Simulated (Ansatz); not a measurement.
MgSe (started from an entry of an open crystallographic database), relaxed with r2SCAN, was run in Ansatz under altered settings. All numbers are computed, without spin polarisation but where a row says otherwise.

```
CELL_PARAMETERS angstrom
0.00000 2.73628 2.73628
2.73628 0.00000 2.73628
2.73628 2.73628 0.00000
ATOMIC_POSITIONS crystal
Mg 0.00000 0.00000 0.00000
Se 0.50000 0.50000 0.50000
```

The base run's other keys:
```yaml
kpoints:
  mp_grid: { grid: [6, 6, 6] }
hamiltonian:
  xc: pbe
scf:
  occupations: { method: fixed }
  n_extra_bands: 4
```

It takes 6 iterations with 821 plane waves at 420 eV and 16 k points, and leaves a mean stress of +1.26 GPa. The gap over this mesh is 1.802 eV. It ran on 4 threads of Arm Neoverse N1 (shared host).

Outcomes, with energy and stress as changes against the base:
```tsv
setting	outcome	ΔF (meV/atom)	Δ mean stress (GPa)	gap on the mesh (eV)	iterations	wall time
basis.ecutwfc: 350	converged, warned	+0.8	0.00	1.803	7	0.49 s
hamiltonian.xc: pbesol	converged	–	-2.02	1.752	6	0.62 s
hamiltonian.pseudopotentials: nc (cutoff then 1170 eV)	converged	–	-0.01	1.795	7	1.1 s
scf.n_extra_bands: 0	converged	0.0	0.00	1.802	6	0.54 s
basis.ecutwfc: 600	converged	-0.3	0.00	1.801	6	0.75 s
basis.ecutrho_ratio: 8	converged	0.0	0.00	1.802	7	0.66 s
basis.ecutwfc: 500	converged	-0.2	0.00	1.802	6	0.61 s
hamiltonian.xc: mr2scan (cutoff then 500 eV)	converged	–	-1.25	2.475	6	1.2 s
kpoints.mp_grid.shift: [0, 0, 0.5]	converged, warned	-2.6	-0.03	2.173	6	0.72 s
kpoints.mp_grid.shift: [0.5, 0.5, 0.5]	converged, warned	-2.6	-0.03	2.173	6	0.72 s
scf.occupations: cold 0.05	converged	0.0	0.00	1.802	6	0.58 s
scf.occupations: methfessel_paxton 0.5	converged, warned	+0.1	-0.01	1.801	7	0.6 s
scf.n_extra_bands: 24	converged	0.0	0.00	1.802	6	0.73 s
basis.ecutwfc: 160	converged, warned	+10461	+5.16	1.898	7	0.36 s
```
A dash marks a value that wasn't obtained or can't be compared. Stress is positive in compression. Its mean hides that meshes of lower symmetry stress the axes unequally. The base took 0.69 s.

- basis.ecutwfc: 350. 609 plane waves in place of 821. Energy, stress and gap stay within 1 meV an atom, 0.1 GPa and 0.005 eV of the base. Even this lower cutoff holds these numbers. Warned: cutoff below recommended.
- hamiltonian.xc: mr2scan. The cutoff follows the functional, from 420 to 500 eV. The mean stress moves by -1.25 GPa and the gap on the mesh by +0.674 eV (to 2.475). It's another functional on the same cell, so totals aren't comparable.
- kpoints.mp_grid.shift: [0, 0, 0.5]. The free energy moves by -2.6 meV an atom, the mean stress by -0.03 GPa and the gap on the mesh by +0.371 eV (to 2.173). The mesh breaks the crystal's symmetry, so the stress, and any force that symmetry no longer fixes, lose it too. The gap changes mostly because other points are sampled; a mesh that misses a band edge overestimates it. Warned: symmetry narrowed by mesh.
- kpoints.mp_grid.shift: [0.5, 0.5, 0.5]. The free energy moves by -2.6 meV an atom, the mean stress by -0.03 GPa and the gap on the mesh by +0.371 eV (to 2.173). The mesh breaks the crystal's symmetry, so the stress, and any force that symmetry no longer fixes, lose it too. The gap changes mostly because other points are sampled; a mesh that misses a band edge overestimates it. Warned: symmetry narrowed by mesh.
- scf.occupations: methfessel_paxton 0.5. Energy, stress and gap stay within 1 meV an atom, 0.1 GPa and 0.005 eV of the base. The term −TS is +0.8 meV an atom, of a sign that arises since this scheme's broadening is partly negative. Warned: smearing energy in gap.
- basis.ecutwfc: 160. 169 plane waves in place of 821. The free energy moves by +10461 meV an atom, the mean stress by +5.16 GPa and the gap on the mesh by +0.096 eV (to 1.898). The basis is too small: these are errors of the cutoff. Warned: cutoff below recommended.

Within 1 meV an atom, 0.1 GPa and 0.005 eV of the base stay: basis.ecutwfc: 350; scf.n_extra_bands: 0; basis.ecutwfc: 600; basis.ecutrho_ratio: 8; basis.ecutwfc: 500; scf.occupations: cold 0.05; scf.occupations: methfessel_paxton 0.5; scf.n_extra_bands: 24.

The runs are scalar-relativistic, without spin-orbit coupling.
